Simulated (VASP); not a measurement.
Wanted: the native input for a VASP 6.6.1 run.

- Task: band structure
- Functional: PBE
- Potentials or basis: VASP PAW PBE potentials, release 64 (Sn_d)
- Cutoff: 520 eV
- k mesh: 10 × 10 × 10
- Occupations: gaussian, width 0.03 eV
- Spin: spin-orbit coupling, no magnetisation
- Further INCAR settings: ALGO = Normal; EDIFF = 1e-06

The structure of Sn lies in POSCAR:

```
Sn                                      
1.0
    0.0000000000      3.2685833779      3.2685833779
    3.2685833779      0.0000000000      3.2685833779
    3.2685833779      3.2685833779      0.0000000000
  Sn            
     2
Direct
     0.0000000000000000    0.0000000000000000    0.0000000000000000
     0.2500000000000000    0.2500000000000000    0.2500000000000000
```

This isn't the form of Sn at room conditions, which is tetragonal (white tin).

One way to write it, as run:

INCAR

```
PREC = Accurate
ENCUT = 520
EDIFF = 1E-6
ISMEAR = 0
SIGMA = 0.03
LREAL = F
LASPH = T
NELM = 80
ALGO = Normal
ISIF = 2
LWAVE = F
LCHARG = F
LNONCOLLINEAR = T
MAGMOM = 0 0 0 0 0 0
LORBIT = 11
LSORBIT = T
GGA_COMPAT = F
GGA = PE
KPAR = 4
```

KPOINTS

```
Automatic mesh
0
Gamma
  10 10 10
```

KPOINTS_OPT

```
explicit points
302
Reciprocal
 0.0000000000  0.0000000000  0.0000000000 1
 0.0263157895  0.0000000000  0.0263157895 1
 0.0526315789  0.0000000000  0.0526315789 1
 0.0789473684  0.0000000000  0.0789473684 1
 0.1052631579  0.0000000000  0.1052631579 1
 0.1315789474  0.0000000000  0.1315789474 1
[... 294 lines left out ...]
 0.4872642400  0.0127357600  0.5000000000 1
 0.5127357600 -0.0127357600  0.5000000000 1
```

Potentials or basis: VASP PAW PBE potentials, release 64 (Sn_d).

The run is started by

```sh
$ cat potpaw_PBE.64/Sn_d/POTCAR > POTCAR
$ mpirun -np 4 vasp_ncl > vasp.out
```

It gave:

| Quantity | Value |
| --- | --- |
| Pressure | 2.2 GPa |
| Valence electrons inside the program's atomic spheres | Sn 12.33 |

Run time: 5.3 min on 4 MPI ranks on Intel(R) Xeon(R) Platinum 8375C CPU @ 2.90GHz (Ice Lake) (shared host), peak memory 0.53 GiB a rank.
